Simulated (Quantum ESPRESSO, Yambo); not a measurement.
# Quasiparticle gap of MgO (Periclase) in Yambo, part 2 of 2

Wanted: ground state, empty states, screening and self-energy for MgO (Periclase).

Quantum ESPRESSO 7.5 and Yambo 5.3.0; PBE and many-body steps on it, plane waves. Known limits of the many-body steps: not at the basis limit.

So far. Step 2 (Ground state): The gap is direct, at Γ. Step 3 (Bands along the symmetry lines): The gap is 4.733 eV, as in the run before at this level.

The database entry behind the starting cell differs from later determinations by our own check (about 0.1 % long), so it need not match the best structure at ambient conditions.

**4. Empty states on the mesh, 8×8×8 mesh, 229 bands**

Level of this step: DFT, PBE, plane waves, norm-conserving pseudopotentials (Quantum ESPRESSO).

The sums over transitions need many empty states on a uniform mesh; this step solves for them.

pw.in reads:

```
&control
  calculation = 'nscf'
  prefix = 'x'
  outdir = 'o'
  pseudo_dir = 'pseudo'
/
&system
  ibrav = 0
  nat = 2
  ntyp = 2
  ecutwfc = 76.0
  nbnd = 229
  force_symmorphic = .true.
/
&electrons
  conv_thr = 1e-9
  electron_maxstep = 80
  diago_full_acc = .true.
  diago_thr_init = 5e-6
/
ATOMIC_SPECIES
  Mg 24.305 Mg.upf
  O 15.999 O.upf
CELL_PARAMETERS angstrom
  -0.0000000000 2.1085000000 2.1085000000
  2.1085000000 0.0000000000 2.1085000000
  2.1085000000 2.1085000000 0.0000000000
ATOMIC_POSITIONS crystal
  Mg 0.0000000000 0.0000000000 0.0000000000
  O 0.5000000000 0.5000000000 0.5000000000
K_POINTS automatic
  8 8 8 0 0 0
```

Started as:

```bash
$ OMP_NUM_THREADS=1 mpirun -n 4 pw.x -nk 4 -in pw.in > pw.out
```

The program printed:

```text
[banner, memory and clock lines left out]
Program PWSCF v.7.5 starts

     Atomic positions and unit cell read from directory:
     o/x.save/

     Message from routine setup:
     using ibrav=0 with symmetry is DISCOURAGED, use correct ibrav instead

     G-vector sticks info

     bravais-lattice index     =            0
     lattice parameter (alat)  =       5.6349  a.u.
     unit-cell volume          =     126.5166 (a.u.)^3
     number of atoms/cell      =            2
     number of atomic types    =            2
     number of electrons       =        16.00
     number of Kohn-Sham states=          229
     kinetic-energy cutoff     =      76.0000  Ry
     charge density cutoff     =     304.0000  Ry
     Exchange-correlation= PBE
                           (   1   4   3   4   0   0   0)

     celldm(1)=   5.634916  celldm(2)=   0.000000  celldm(3)=   0.000000
     celldm(4)=   0.000000  celldm(5)=   0.000000  celldm(6)=   0.000000

     crystal axes: (cart. coord. in units of alat)
               a(1) = (  -0.000000   0.707107   0.707107 )
               a(2) = (   0.707107   0.000000   0.707107 )
               a(3) = (   0.707107   0.707107   0.000000 )

     reciprocal axes: (cart. coord. in units 2 pi/alat)
               b(1) = ( -0.707107  0.707107  0.707107 )
               b(2) = (  0.707107 -0.707107  0.707107 )
               b(3) = (  0.707107  0.707107 -0.707107 )
     Pseudo is Norm-conserving, Zval = 10.0
     Generated using ONCVPSP code by D. R. Hamann
     Using radial grid of 1510 points,  4 beta functions with:
     Pseudo is Norm-conserving + core correction, Zval =  6.0
     Generated using ONCVPSP code by D. R. Hamann
     Using radial grid of  936 points,  5 beta functions with:
     Mg               10.00    24.30500     Mg( 1.00)
     O                 6.00    15.99900     O ( 1.00)

     48 Sym. Ops., with inversion, found

   Cartesian axes

     site n.     atom                  positions (alat units)
         1        Mg     tau(   1) = (   0.0000000   0.0000000   0.0000000  )
         2        O      tau(   2) = (   0.7071068   0.7071068   0.7071068  )

     number of k points=    29
                       cart. coord. in units 2pi/alat
        k(    1) = (   0.0000000   0.0000000   0.0000000), wk =   0.0039062
        k(    2) = (   0.0883883   0.0883883  -0.0883883), wk =   0.0312500
        k(    3) = (   0.1767767   0.1767767  -0.1767767), wk =   0.0312500
[...]
[... 17 further rows ...]
        k(   28) = (  -0.7071068   0.1767767  -0.0000000), wk =   0.0468750
        k(   29) = (  -0.7071068   0.3535534   0.0000000), wk =   0.0234375

     Dense  grid:    11311 G-vectors     FFT dimensions: (  32,  32,  32)

     The potential is recalculated from file :
     o/x.save/charge-density

     Starting wfcs are    9 randomized atomic wfcs +  220 random wfcs

     Band Structure Calculation

     End of band structure calculation

          k = 0.0000 0.0000 0.0000 (  1411 PWs)   bands (ev):

   -64.3635 -31.1133 -31.1133 -31.1133  -9.1597   8.0109   8.0109   8.0109
    12.7439  23.9496  23.9496  23.9496  27.7112  29.7246  29.7246  32.2651
    32.2651  32.2651  46.2619  46.2619  46.2619  46.9113  58.6243  58.6243
[...]
[... 17 further rows ...]
[...]
293.5804 293.5804 294.2082 294.2748 294.2748

          k = 0.0884 0.0884-0.0884 (  1423 PWs)   bands (ev):

[...]
[... 17 further rows ...]
[...]
293.4467 293.4467 293.8120 293.8120 296.3305

          k = 0.1768 0.1768-0.1768 (  1405 PWs)   bands (ev):

[...]
135.0737 136.9987 137.9351 137.9351 139.8454 139.8454 142.1593 145.3374
     [... 17 further rows ...]
   290.2844 290.6831 290.6831 291.0760 293.1617 293.1858 293.1858 293.7412
   294.1008 294.1008 294.7488 294.7488 295.0457

          k = 0.2652 0.2652-0.2652 (  1423 PWs)   bands (ev):

     [... further k-points ...]

     highest occupied, lowest unoccupied level (ev):     8.0109   12.7439

     XML data file, pseudopotentials, collected wavefunctions
```

Run time: 28 s. Hardware: 4 MPI ranks of Arm Neoverse V1, shared host; peak memory 0.31 GiB.

This step gave:

```yaml
gap: 4.733 eV
k_of_the_valence_top: 0, 0, 0
k_of_the_conduction_bottom: 0, 0, 0
least_direct_gap: 4.733 eV
k_points_computed: 29
lowest_point_of_the_top_converged_band_above_the_valence_top: 285.5615 eV
```

On this mesh the gap is 4.733 eV.

**5. Conversion and set-up**

This step: Yambo 5.3.0; conversion and set-up on PBE, plane waves, norm-conserving pseudopotentials.

The states are converted to the many-body program's format and the q mesh is built.

Started as:

```bash
$ (cd o/x.save; p2y > p2y.log; mv SAVE ../..); yambo > setup.log
```

The program printed:

```text
 Yambo, version 5.3.0

 [02] CORE Variables Setup
 =========================

  [02.01] Unit cells
  ==================

  Cell kind             :  FCC
  Atoms in the cell     :  Mg  O
  number of Mg atoms    :  1
  number of O  atoms    :  1

  List of atomic masses
  Mass of Mg    :  24.30500
  Mass of O     :  15.99900

  List of atomic coordinates    : [cc]
  Mg1       :  0.000000  0.000000  0.000000  order 1
  O1       :  3.984488  3.984488  3.984488  order 2

  Alat factors          :  3.984488  3.984488  3.984488 [a.u.]
  Direct lattice volume :  126.5166 [a.u.]
  Direct lattice vectors:  A[ 1 ]  A[ 2 ]  A[ 3 ]
   A[ 1 ]: -0.000000  1.000000  1.000000  [iru]
  -0.000000  3.984488  3.984488  [cc]
   A[ 2 ]:  1.000000  0.000000  1.000000  [iru]
   3.984488  0.000000  3.984488  [cc]
   A[ 3 ]:  1.000000  1.000000  0.000000  [iru]
   3.984488  3.984488  0.000000  [cc]

  Recip. lattice volume :  1.960614 [a.u.]
  Recip. lattice vectors:  B[ 1 ]  B[ 2 ]  B[ 3 ]
   B[ 1 ]: -0.500000  0.500000  0.500000  [iku]
  -0.788456  0.788456  0.788456  [cc]
   B[ 2 ]:  0.500000 -0.500000  0.500000  [iku]
   0.788456 -0.788456  0.788456  [cc]
   B[ 3 ]:  0.500000  0.500000 -0.500000  [iku]
   0.788456  0.788456 -0.788456  [cc]

  [02.02] Symmetries
  ==================

  Inversion symmetry    : yes
  Spatial inversion     : yes
  Inversion index       :  25
  K-space Time-reversal : no
  Magnetic symmetries   : no
  Group table correct   : yes
  Symmetries units      :  [cc]

   [S  1]:   1.0000     -0.13128E-16 -0.13128E-16 -0.13128E-16   1.0000      0.13128E-16  0.13128E-16  0.13128E-16   1.0000
   [S  2]:  -1.0000      0.13128E-16 -0.13128E-16  0.13128E-16  -1.0000      0.13128E-16 -0.13128E-16 -0.13128E-16   1.0000
   [S  3]:  -1.0000     -0.13128E-16  0.13128E-16  0.13128E-16   1.0000     -0.13128E-16 -0.13128E-16  0.13128E-16  -1.0000
[...]
[... 36 further rows ...]
   [S 47]: -0.13128E-16   1.0000      0.13128E-16  0.13128E-16 -0.13128E-16  -1.0000       1.0000      0.13128E-16 -0.13128E-16
   [S 48]: -0.13128E-16  -1.0000     -0.13128E-16  0.13128E-16  0.13128E-16   1.0000       1.0000     -0.13128E-16  0.13128E-16

  [02.03] Reciprocal space
  ========================

  nG shells         :  165
  nG charge         :  11311
  nG WFs            :  1875
  nC WFs            :  1428
  G-vecs. in first 16 shells:  [ Number ]
     1    9   15   27   51   59   65   89  113
   137  169  181  229  259  283  307
  ...
  Shell energy in first 16 shells:  [ mHa ]
    0.00000      932.494      1243.33      2486.65      3419.14      3729.98      4973.30      5905.80      6216.63
    7459.95      8392.45      9946.60      10879.1      11189.9      12433.3      13365.7
  ...

  [02.04] K-grid lattice
  ======================

  Compatible Grid is   : 3D
  Base K vectors       :  K_min[ 1 ]  K_min[ 2 ]  K_min[ 3 ]
[...]
K [29]         [rlu]:  0.250000 -0.500000 -0.250000
         WF components:  1424

  [02.05] Energies & Occupations
  ==============================

  [X] === General ===
  [X] Electronic Temperature                        :  0.000000  0.000000 [eV K]
  [X] Bosonic    Temperature                        :  0.000000  0.000000 [eV K]
  [X] Finite Temperature mode                       : no
  [X] El. density                                   :  0.85343E+24 [cm-3]
  [X] Fermi Level                                   :  8.010855 [eV]

  [X] === Gaps and Widths ===
  [X] Conduction Band Min                           :  4.733022 [eV]
  [X] Valence Band Max                              :  0.000000 [eV]
  [X] Filled Bands                                  :   8
  [X] Empty Bands                                   :    9  229
  [X] Direct Gap                                    :  4.733022 [eV]
  [X] Direct Gap localized at k                     :  1
  [X] Indirect Gap                                  :  4.733022 [eV]
  [X] Indirect Gap between kpts                     :  1  1
  [X] Last valence band width                       :  1.746695 [eV]
  [X] 1st conduction band width                     :  6.928393 [eV]

  E @ K [ 1]:  [eV]
   -72.374      -39.124      -39.124      -39.124      -17.171     -0.70995E-12 -0.30362E-12   0.0000
    4.73302  15.93871  15.93871  15.93871  19.70034  21.71377  21.71377  24.25421
  occ @ K [ 1]
   2.000000  2.000000  2.000000  2.000000  2.000000  2.000000  2.000000  2.000000
[...]
E @ K [ 2]:  [eV]
[...]
occ @ K [ 2]
[...]
E @ K [ 3]:  [eV]
[...]
occ @ K [ 3]
[...]
E @ K [ 8]:  [eV]
[...]
occ @ K [ 8]
[...]
E @ K [ 9]:  [eV]
[...]
occ @ K [ 9]
[...]
E @ K [10]:  [eV]
[...]
occ @ K [10]
[...]
E @ K [11]:  [eV]
[...]
occ @ K [11]
[...]
E @ K [12]:  [eV]
[...]
occ @ K [12]
[...]
E @ K [13]:  [eV]
[...]
occ @ K [13]
[...]
E @ K [14]:  [eV]
[...]
occ @ K [14]
[...]
[... 14 further k-points ...]
  E @ K [29]:  [eV]
[...]
occ @ K [29]
   2.000000  2.000000  2.000000  2.000000  2.000000  2.000000  2.000000  2.000000
   0.000000  0.000000  0.000000  0.000000  0.000000  0.000000  0.000000  0.000000

 [03] Transferred momenta grid and indexing
 ==========================================

 IBZ Q-points                                      :  29
 BZ  Q-points                                      :   512

 K/Q-points units:
 rlu = crystal or reduced units; cc = cartesian coordinates; iku = interal k-units

 Q [ 1]         [rlu]:  0.000000  0.000000  0.000000
 Q [ 2]         [rlu]:  0.76839E-18  0.76839E-18  0.12500
 Q [ 3]         [rlu]:  0.15368E-17  0.15368E-17  0.25000
[...]
Q [ 8]         [rlu]:  0.33016E-16  0.12500      0.37500
 Q [ 9]         [rlu]:  0.18382E-16  0.12500      0.50000
 Q [10]         [rlu]: -0.30736E-17  0.12500     -0.37500
     [... 17 further rows ...]
 Q [28]         [rlu]:  0.125000 -0.500000 -0.375000
 Q [29]         [rlu]:  0.250000 -0.500000 -0.250000

  [03.01] X indexes
  =================

   [03.01.01] Sigma indexes
   ========================

 [06] Game Over & Game summary
```

Wall time 2.2 s (1 MPI rank); peak memory 0.24 GiB.

**6. Screening and self-energy, 8×8×8 mesh, 229 bands, screening to 353.7 eV**

Now the one-shot GW correction: screening in the RPA, then the self-energy of the levels asked for.

This step: G0W0 on PBE, plane waves, norm-conserving pseudopotentials.

gw3.in reads:

```
HF_and_locXC
gw0
dyson
ppa
em1d
rim_cut
RandQpts= 1000000
RandGvec= 1 RL
EXXRLvcs= 76 Ry
VXCRLvcs= 304 Ry
Chimod= "HARTREE"
% BndsRnXp
 1 | 229 |
%
NGsBlkXp= 26 Ry
% LongDrXp
 1 | 1 | 1 |
%
% GbndRnge
 1 | 229 |
%
DysSolver= "n"
ExtendOut
PPAPntXp= 27.21138 eV
% QPkrange
 1 | 1 | 7 | 10 |
%
```

Started as:

```bash
$ OMP_NUM_THREADS=1 mpirun -n 4 yambo -F gw3.in -J gw3 -C gw3 > gw3.log
```

The program printed:

```text
 Yambo, version 5.3.0

 [02] CORE Variables Setup
 =========================

  [... cell, symmetries and grids as in the set-up ...]

  [02.05] Energies & Occupations
  ==============================

  [X] === General ===
  [X] Electronic Temperature                        :  0.000000  0.000000 [eV K]
  [X] Bosonic    Temperature                        :  0.000000  0.000000 [eV K]
  [X] Finite Temperature mode                       : no
  [X] El. density                                   :  0.85343E+24 [cm-3]
  [X] Fermi Level                                   :  8.010855 [eV]

  [X] === Gaps and Widths ===
  [X] Conduction Band Min                           :  4.733022 [eV]
  [X] Valence Band Max                              :  0.000000 [eV]
  [X] Filled Bands                                  :   8
  [X] Empty Bands                                   :    9  229
  [X] Direct Gap                                    :  4.733022 [eV]
  [X] Direct Gap localized at k                     :  1
  [X] Indirect Gap                                  :  4.733022 [eV]
  [X] Indirect Gap between kpts                     :  1  1
  [X] Last valence band width                       :  1.746695 [eV]
  [X] 1st conduction band width                     :  6.928393 [eV]

 [03] Transferred momenta grid and indexing
 ==========================================

 IBZ Q-points                                      :  29
 BZ  Q-points                                      :   512

 K/Q-points units:
 rlu = crystal or reduced units; cc = cartesian coordinates; iku = interal k-units

 Q [ 1]         [rlu]:  0.000000  0.000000  0.000000
 Q [ 2]         [rlu]:  0.76839E-18  0.76839E-18  0.12500
 Q [ 3]         [rlu]:  0.15368E-17  0.15368E-17  0.25000
 Q [ 4]         [rlu]:  0.18382E-16 -0.37129E-16  0.37500
 Q [ 5]         [rlu]: -0.30736E-17 -0.30736E-17 -0.50000
 Q [ 6]         [rlu]:  0.47341E-17  0.12500      0.12500
 Q [ 7]         [rlu]:  0.21585E-16  0.12500      0.25000
 Q [ 8]         [rlu]:  0.33016E-16  0.12500      0.37500
 Q [ 9]         [rlu]:  0.18382E-16  0.12500      0.50000
 Q [10]         [rlu]: -0.30736E-17  0.12500     -0.37500
     [... 17 further rows ...]
 Q [28]         [rlu]:  0.125000 -0.500000 -0.375000
 Q [29]         [rlu]:  0.250000 -0.500000 -0.250000

 [04] Coloumb potential Random Integration (RIM)
 ===============================================

  [04.01] RIM initialization
  ==========================

  * Diagonal components only detected *

  8 x (sBL volume)        :  0.030635 [a.u.]
  sBZ random points       :  1000000
  Points outside the sBZ  :   7968281
  RL volume               :  1.960614 [a.u.]
  Integrated volume       :  1.968419 [a.u.]

  [04.02] RIM integrals
  =====================

  Gamma point sphere radius             :  0.056757 [a.u.]
  Points outside the sphere             :   800476
  [Int_sBZ(q=0) 1/q^2]*(Vol_sBZ)^(-1/3) =:  7.776341
                                 should be <:  7.795600

  Summary of Coulomb integrals for non-metallic bands |Q|[au] RIM/Bare

  Q [1] 0.100000E-4 0.997530 * Q [2] 0.170706 1.068480
  Q [6] 0.197114 1.068537 * Q [12] 0.278761 1.030488
  Q [7] 0.326877 1.023143 * Q [3] 0.341411 1.020326
  Q [13] 0.394228 1.017560 * Q [11] 0.429600 1.014854
  Q [22] 0.440760 1.014341 * Q [8] 0.482829 1.012352
  Q [14] 0.512117 1.011710 * Q [4] 0.512117 1.011198
  Q [17] 0.557523 1.010544 * Q [23] 0.583071 1.009759
  Q [10] 0.591342 1.009707 * Q [18] 0.591342 1.009873
  Q [25] 0.623329 1.009172 * Q [9] 0.646281 1.008584
  Q [15] 0.653753 1.008608 * Q [5] 0.682823 1.008210
  Q [16] 0.703838 1.008102 * Q [19] 0.703838 1.008069
  Q [27] 0.710705 1.008052 * Q [24] 0.737533 1.007704
  Q [26] 0.757031 1.007444 * Q [21] 0.788456 1.006999
  Q [28] 0.812722 1.006778 * Q [20] 0.836284 1.006949
  Q [29] 0.881520 1.006313

 [05] Dipoles
 ============

  [05.01] Setup: observables and procedures
  =========================================

 [06] Dynamic Dielectric Matrix (PPA)
 ====================================

 [WR./gw3//ndb.pp]---------------------------------------------------------------
  Brillouin Zone Q/K grids (IBZ/BZ)                :    29   512    29   512
  RL vectors                                       :  1893 [WF]
  Coulomb cutoff potential                         : none
  Electronic Temperature                           :  0.000000 [K]
  Bosonic    Temperature                           :  0.000000 [K]
  PPA    diel. fun.  energies                      : Perdew, Burke & Ernzerhof(X)+Perdew, Burke & Ernzerhof(C)
  wavefunctions                                    : Perdew, Burke & Ernzerhof(X)+Perdew, Burke & Ernzerhof(C)
  Global Gauge                                     : length
  X matrix size                                    :  307
  X band range                                     :    1  229
  X e/h energy range                               : -1.000000 -1.000000 [eV]
  X Time ordering                                  : R
  X Hxc Kernel                                     : HARTREE
  X Drude frequency                                :  0.000000  0.000000
  X poles                                          :  100.0000 [o/o]
  RL vectors in the sum                            :  1893
  [r,Vnl] included                                 : yes
  Field direction                                  :  0.577350E-5  0.577350E-5  0.577350E-5
  BZ energy Double Grid                            : no
  BZ energy DbGd points                            : 0
  BZ Q point size factor                           : -1.000000
  X Optical Averaged directions                    : none

 [07] Local Exchange-Correlation + Non-Local Fock
 ================================================

 [VXC] Plane waves :  11311
 [EXS] Plane waves :  1459

 QP @ state[ 1 ] K range:  1  1
 QP @ state[ 1 ] b range:   7  10

 [xc] Functional : Perdew, Burke & Ernzerhof(X)+Perdew, Burke & Ernzerhof(C)
 [xc] LIBXC used to calculate xc functional
  PP Number of Atomic Species                      :  2
  NLCC RL compoments                               :  11311
  PP Number of Atomic Species                      :  2
  NLCC RL compoments                               :  11311

 [xc] E_xc :  -11.58431 [Ha]
      E_xc :  -23.16862 [Ry]

  Local XC kind (lXC) : Perdew, Burke & Ernzerhof(X)+Perdew, Burke & Ernzerhof(C)
  Non-Local XC kind (nlXC) : Hartree-Fock

  Corrections @ K [1] :  [eV]
 <7|nlXC|7> = -25.55441 -0.90987E-17 <7|lXC|7> = -20.10731 -0.37763E-15
 <8|nlXC|8> = -25.55440 -0.10858E-16 <8|lXC|8> = -20.10731 -0.22422E-19
 <9|nlXC|9> = -8.973814  0.85333E-18 <9|lXC|9> = -13.45261 -0.37748E-15
 <10|nlXC|10> = -3.695781  0.61250E-18 <10|lXC|10> = -9.568466 -0.28151E-19

 [08] Dyson equation: Newton solver
 ==================================

  [08.01] G0W0 (W PPA)
  ====================

  [  GW  ] Bands range     :    1  229
  [GW/PPA] G damping       :  0.100000 [eV]

  QP @ state[ 1 ] K range:  1  1
  QP @ state[ 1 ] b range:   7  10

   Sc/G bands                                       :    1  229
   Sc/G damping                                     :  0.100000 ev
   Sc bands terminator                              : no
   Sx RL components                                 :  1459

   QP @ state[ 1 ] K range                          :  1  1
   QP @ state[ 1 ] b range                          :   7  10
   GF energies kind                                 : Perdew, Burke & Ernzerhof(X)+Perdew, Burke & Ernzerhof(C)
   GF WF`s kind                                     : Perdew, Burke & Ernzerhof(X)+Perdew, Burke & Ernzerhof(C)
   Xs energies kind                                 : Perdew, Burke & Ernzerhof(X)+Perdew, Burke & Ernzerhof(C)
   Xs WF`s kind                                     : Perdew, Burke & Ernzerhof(X)+Perdew, Burke & Ernzerhof(C)

 [11] Game Over & Game summary
```

It took 36 min on 4 MPI ranks; peak memory 2.3 GiB.

This step gave:

| Item | Value |
| --- | --- |
| G0W0 gap on the points computed | 7.059 eV |
| starting gap on the mesh | 4.733 eV |
| k of the valence top | 0, 0, 0 |
| k of the conduction bottom | 0, 0, 0 |
| least direct G0W0 gap on the computed points | 7.059 eV |
| Z at the valence top | 0.7992 |
| Z at the conduction bottom | 0.8494 |

The gap on the mesh goes from 4.73 eV to 7.06 eV, a correction of +2.33 eV.

Limits: finite bands, cutoff and mesh. v1 is the top filled band, c1 the lowest empty one. Levels before and after the correction, in eV, zero at the valence-band top of each column:

|  | conduction bottom | valence top |
| --- | --- | --- |
| Kohn-Sham | 4.73 | 0.00 |
| G0W0 | 7.06 | 0.00 |

|  | level | energy (eV) |
| --- | --- | --- |
| Kohn-Sham | Γ v2-v1 | 0.000 |
| Kohn-Sham | Γ c1 | 4.733 |
| Kohn-Sham | Γ c2 | 15.939 |
| G0W0 | Γ v2-v1 | 0.000 |
| G0W0 | Γ c1 | 7.059 |
| G0W0 | Γ c2 | 18.473 |

**7. Where the time went**

Times are wall times on the hardware named with each run, good to a factor of about two.

| step | time | share | memory (GiB) |
| --- | --- | --- | --- |
| ground state | 2.2 s | 0 % | 0.19 |
| bands along the symmetry lines | 1.4 s | 0 % | 0.05 |
| empty states on the mesh | 28 s | 1 % | 0.31 |
| conversion and set-up | 2.2 s | 0 % | 0.24 |
| screening and self-energy | 36 min | 98 % | 2.3 |

**8. Summary of results**

- PBE gap: 4.73 eV, direct
- G0W0 gap on the mesh: 7.06 eV
- GW settings: 8×8×8 mesh, 229 bands, screening to 353.7 eV, Godby-Needs plasmon pole
- known limits: not at the basis limit

In words: G0W0 moves the gap on the mesh from 4.73 eV to 7.06 eV (+2.33 eV), with Z of 0.80 and 0.85 at the edges. Only 1 of the mesh's irreducible points was corrected, so a valley elsewhere could overtake. The dearest step here is «screening and self-energy». Bands and cutoff are finite, so the gap is not at the basis limit. The miss can reach some tenths of an eV and take either sign; the mesh is an error of its own. In the G0W0 run levels were corrected at 1 k point alone, so a gap called «on the mesh» is the least over those, and an edge elsewhere would be missed.

[Paths, hosts, dates, memory and timing lines, banners, echoed tables and standing remarks are left out of the program output.]

[Logs are printed without paths, hosts, clocks, repeated set-up lines and the standing remarks that a program may print on its own settings, such as how far it seeks lower states.]

[Runs of the session that timed out or met a known fault of the program may be left out.]

[Hosts, paths, dates, database ids (printed as entryN), source tags and the programs' standing remarks are cut or masked in the printed files.]
